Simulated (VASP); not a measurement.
# TlBr (Pm-3m) in VASP: density of states with PBE

Aim: the density of states of TlBr with PBE.

All numbers are computed with VASP 6.6.1; they aren't measurements. Logs are shortened: lines on timing, memory, paths and dates and some standing lists are left out, and cuts for length are marked.

### Step 1. Starting point

Symmetry: Pm-3m, No. 221, cubic system. The conventional cell has a = 3.992 Å, b = 3.992 Å, c = 3.992 Å, α = 90.00°, β = 90.00°, γ = 90.00°. Tl (site symmetry m-3m) has 8 Br at 3.46 Å as nearest neighbours. Around Br (site symmetry m-3m) lie 8 Tl at 3.46 Å.

### Step 2. Density of states, PBE

Input file POSCAR:

```
TlBr
1.0
    3.9924900000      0.0000000000      0.0000000000
    0.0000000000      3.9924900000      0.0000000000
    0.0000000000      0.0000000000      3.9924900000
Tl Br
1 1
Direct
    0.0000000000      0.0000000000      0.0000000000
    0.5000000000      0.5000000000      0.5000000000
```

Input file INCAR.step1:

```
ALGO = Normal
EDIFF = 1E-6
ENCUT = 520
GGA = PE
ISIF = 2
ISMEAR = 0
LASPH = T
LCHARG = T
LREAL = F
LWAVE = F
NBANDS = 17
NELM = 80
PREC = Accurate
SIGMA = 0.0295
```

Input file KPOINTS.step1:

```
k-points
0
Gamma
  7 7 7
```

Input file INCAR.step2:

```
ALGO = Normal
EDIFF = 1E-6
ENCUT = 520
GGA = PE
ICHARG = 11
ISIF = 2
ISMEAR = -5
LASPH = T
LCHARG = F
LORBIT = 11
LREAL = F
LWAVE = F
NEDOS = 2001
NELM = 80
PREC = Accurate
SIGMA = 0.0295
```

Input file KPOINTS.step2:

```
k-points
0
Gamma
  11 11 11
```

Potentials or basis: VASP PAW PBE potentials, release 64 (Tl_d, Br).

Started as:

```sh
$ cat potpaw_PBE.64/Tl_d/POTCAR potpaw_PBE.64/Br/POTCAR > POTCAR
$ cp INCAR.step1 INCAR
$ cp KPOINTS.step1 KPOINTS
$ mpirun -np 1 vasp_std > vasp.out
$ cp INCAR.step2 INCAR
$ cp KPOINTS.step2 KPOINTS
$ mpirun -np 1 vasp_std > vasp.out
```

OUTCAR:

```text
EDIFF = 1E-6
   ENCUT = 520
   GGA = PE
   ICHARG = 11
   ISIF = 2
   ISMEAR = -5
   LASPH = T
   LORBIT = 11
   LREAL = F
   NELM = 80
   PREC = Accurate

 ion  position               nearest neighbor table
   1  0.000  0.000  0.000-   2 3.46   2 3.46   2 3.46   2 3.46   2 3.46   2 3.46   2 3.46   2 3.46

   2  0.500  0.500  0.500-   1 3.46   1 3.46   1 3.46   1 3.46   1 3.46   1 3.46   1 3.46   1 3.46

  LATTYP: Found a simple cubic cell.
 ALAT       =     3.9924900000

  Lattice vectors:

 A1 = (   3.9924900000,   0.0000000000,   0.0000000000)
 A2 = (   0.0000000000,   3.9924900000,   0.0000000000)
 A3 = (   0.0000000000,   0.0000000000,   3.9924900000)

Analysis of symmetry for initial positions (statically):
=====================================================================
 Subroutine PRICEL returns:
 Original cell was already a primitive cell.

 Routine SETGRP: Setting up the symmetry group for a
 simple cubic supercell.

 Subroutine GETGRP returns: Found 48 space group operations
 (whereof 48 operations were pure point group operations)
 out of a pool of 48 trial point group operations.

The static configuration has the point symmetry O_h .

Analysis of symmetry for dynamics (positions and initial velocities):
=====================================================================
 Subroutine PRICEL returns:
 Original cell was already a primitive cell.

 Routine SETGRP: Setting up the symmetry group for a
 simple cubic supercell.

 Subroutine GETGRP returns: Found 48 space group operations
 (whereof 48 operations were pure point group operations)
 out of a pool of 48 trial point group operations.

The dynamic configuration has the point symmetry O_h .

 Subroutine INISYM returns: Found 48 space group operations
 (whereof 48 operations are pure point group operations),
 and found     1 'primitive' translations

----------------------------------------------------------------------------------------

                                     Primitive cell

  volume of cell :      63.6402

  direct lattice vectors                    reciprocal lattice vectors
     3.992490000  0.000000000  0.000000000     0.250470258  0.000000000  0.000000000
     0.000000000  3.992490000  0.000000000     0.000000000  0.250470258  0.000000000
     0.000000000  0.000000000  3.992490000     0.000000000  0.000000000  0.250470258

  length of vectors
[... 95 lines left out ...]
   NELECT =      20.0000    total number of electrons
   NUPDOWN=      -1.0000    fix difference up-down
   EMIN   =  10.00;   EMAX   =-10.00  energy-range for DOS
   EFERMI =   0.00;   METHOD = LEGACY
   ISMEAR =    -5;   SIGMA  =   0.03  broadening in eV -4-tet -1-fermi 0-gaus
   EFERMI_NEDOS =   21; number of points for ismear=-14 and -15
   IALGO  =     38    algorithm
   IMIX   =      4    mixing-type and parameters
     AMIX     =   0.40;   BMIX     =  1.00
     AMIX_MAG =   1.60;   BMIX_MAG =  1.00
  volume/ion in A,a.u.               =      31.82       214.73
  Fermi-wavevector in a.u.,A,eV,Ry     =   1.113032  2.103326 16.855445  1.238840
  Thomas-Fermi vector in A             =   2.249613
   LORBIT       =     11    0 simple, 1 ext, 2 COOP (PROOUT), +10 PAW based schemes
   GGA     = PE    functional components
   LHFCALC =     F    Hartree Fock is set to
   AEXX    =    0.0000 exact exchange contribution
   IVDW    =     0    specifies the selected vdW correction
   LEPSILON=     F    determine dielectric tensor
   LRPA    =     F    only Hartree local field effects (RPA)
 non-spin polarized calculation
 Fermi weights with tetrahedron method with Bloechl corrections
  energy-cutoff  :      520.00
  volume of cell :       63.64
 maximum number of plane-waves:      1743
 NGX is ok and might be reduce to    30

 number of electron      20.0000006 magnetization

 Free energy of the ion-electron system (eV)
  ---------------------------------------------------
  ext. energy  EPLUGINS =         0.00000000
  ---------------------------------------------------
  free energy    TOTEN  =        -5.53687352 eV

  energy without entropy =       -5.53687352  energy(sigma->0) =       -5.53687352

 E-fermi :   2.2178     XC(G=0):  -8.9250

 val. band max:        2.2112282064   @ k =   0.4545   0.0000   0.0000
 cond. band min:       4.2811032647   @ k =   0.4545   0.0000   0.0000
 fundamental gap:      2.0698750584
 Fermi energy:         2.2178038818

 k-point     1 :       0.0000    0.0000    0.0000
  band No.  band energies     occupation
      1     -11.3981      2.00000
      2      -7.8029      2.00000
      3      -7.8029      2.00000
      4      -7.6331      2.00000
      5      -7.6331      2.00000
      6      -7.6331      2.00000
      7      -2.3445      2.00000
      8       1.0196      2.00000
      9       1.0196      2.00000
     10       1.0196      2.00000
     11       9.3231      0.00000
     12       9.3231      0.00000
     13       9.4791      0.00000
     14       9.4791      0.00000
[... 377 lines left out ...]
      1     -11.2456      2.00000
      2      -7.7814      2.00000
      3      -7.7227      2.00000
      4      -7.6710      2.00000
      5      -7.6615      2.00000
      6      -7.6383      2.00000
      7      -2.7750      2.00000
      8       0.7531      2.00000
      9       1.1546      2.00000
     10       1.9331      2.00000
     11       6.0911      0.00000
     12       8.0789      0.00000
     13       8.5579      0.00000
     14      10.3702      0.00000

 [... further k-points ...]
[... 5 lines left out ...]
  --------------------------------------------------------------------------------------
  -------------------------------------------------------------------------------------
  Total        0.3805727      0.3805727      0.3805727      0.0000000     -0.0000000      0.0000000
  in kB        9.5811292      9.5811292      9.5811292      0.0000000     -0.0000000      0.0000000
  external PRESSURE =       9.5811292 kB  Pullay stress =       0.0000000 kB

 VOLUME and BASIS-vectors are now :
 -----------------------------------------------------------------------------
  energy-cutoff  :      520.00
  volume of cell :       63.64
      direct lattice vectors                 reciprocal lattice vectors
     3.992490000  0.000000000  0.000000000     0.250470258  0.000000000  0.000000000
     0.000000000  3.992490000  0.000000000     0.000000000  0.250470258  0.000000000
     0.000000000  0.000000000  3.992490000     0.000000000  0.000000000  0.250470258

 POSITION                                       TOTAL-FORCE (eV/Angst)
 -----------------------------------------------------------------------------------
      0.00000      0.00000      0.00000         0.000000      0.000000      0.000000
      1.99625      1.99625      1.99625         0.000000      0.000000      0.000000
 -----------------------------------------------------------------------------------
    total drift:                                0.000000     -0.000000     -0.000000

  FREE ENERGIE OF THE ION-ELECTRON SYSTEM (eV)
  ---------------------------------------------------
  free  energy   TOTEN  =        -5.5368735203 eV

  energy  without entropy=       -5.5368735203  energy(sigma->0) =       -5.53687352

 total charge

# of ion       s       p       d       tot
------------------------------------------
    1        1.310   0.129   9.666  11.105
    2        1.615   3.227   0.007   4.848
--------------------------------------------------
tot          2.925   3.356   9.673  15.954
```

OUTCAR.step1:

```text
EDIFF = 1E-6
   ENCUT = 520
   GGA = PE
   ISIF = 2
   ISMEAR = 0
[... 617 lines left out ...]
 -----------------------------------------------------------------------------------
      0.00000      0.00000      0.00000         0.000000      0.000000      0.000000
      1.99625      1.99625      1.99625         0.000000      0.000000      0.000000
 -----------------------------------------------------------------------------------
    total drift:                                0.000000     -0.000000     -0.000000

  FREE ENERGIE OF THE ION-ELECTRON SYSTEM (eV)
  ---------------------------------------------------
  free  energy   TOTEN  =        -5.5368673059 eV

  energy  without entropy=       -5.5368673059  energy(sigma->0) =       -5.53686731
```

Wall time 30 s (1 thread of Intel Xeon 6975P-C (Granite Rapids), shared host); peak memory 0.19 GiB.

Results:

| Quantity | Value |
| --- | --- |
| Valence electrons inside the program's atomic spheres | Tl 11.11; Br 4.85 |

States per cell in windows of 0.5 eV (zero at the valence-band top; states under -8 eV left out):
```
from (eV)  total  Br2_p  Tl1_p  Tl1_s  Br2_d  Tl1_d  Br2_s
     -8.0   0.00   0.00   0.00   0.00   0.00   0.00   0.00
     -7.5   0.00   0.00   0.00   0.00   0.00   0.00   0.00
     -7.0   0.00   0.00   0.00   0.00   0.00   0.00   0.00
     -6.5   0.00   0.00   0.00   0.00   0.00   0.00   0.00
     -6.0   0.00   0.00   0.00   0.00   0.00   0.00   0.00
     -5.5   0.28   0.03   0.00   0.12   0.00   0.00   0.00
     -5.0   0.99   0.09   0.00   0.45   0.00   0.00   0.02
     -4.5   0.40   0.04   0.00   0.19   0.00   0.00   0.00
     -4.0   0.22   0.02   0.00   0.11   0.00   0.00   0.00
     -3.5   0.08   0.00   0.00   0.04   0.00   0.00   0.00
     -3.0   0.15   0.06   0.01   0.01   0.00   0.00   0.00
     -2.5   0.98   0.44   0.04   0.02   0.00   0.01   0.00
     -2.0   1.15   0.54   0.03   0.06   0.00   0.01   0.00
     -1.5   1.56   0.81   0.03   0.08   0.00   0.01   0.00
     -1.0   1.50   0.85   0.01   0.09   0.00   0.01   0.00
     -0.5   0.68   0.35   0.00   0.12   0.00   0.00   0.00
      0.0   0.00   0.00   0.00   0.00   0.00   0.00   0.00
      0.5   0.00   0.00   0.00   0.00   0.00   0.00   0.00
      1.0   0.00   0.00   0.00   0.00   0.00   0.00   0.00
      1.5   0.00   0.00   0.00   0.00   0.00   0.00   0.00
      2.0   0.04   0.00   0.01   0.00   0.00   0.00   0.00
      2.5   0.26   0.02   0.07   0.00   0.00   0.00   0.01
      3.0   0.57   0.05   0.15   0.00   0.01   0.00   0.01
      3.5   1.01   0.11   0.27   0.01   0.01   0.01   0.02
      4.0   0.70   0.08   0.20   0.01   0.01   0.01   0.01
      4.5   0.66   0.08   0.20   0.01   0.01   0.01   0.00
      5.0   0.67   0.07   0.21   0.01   0.01   0.01   0.00
      5.5   0.56   0.05   0.19   0.01   0.01   0.01   0.00
      6.0   1.14   0.08   0.44   0.01   0.02   0.01   0.00
      6.5   0.36   0.02   0.15   0.00   0.01   0.00   0.00
      7.0   0.05   0.00   0.02   0.00   0.00   0.00   0.00
      7.5   0.10   0.00   0.00   0.00   0.01   0.00   0.00
```
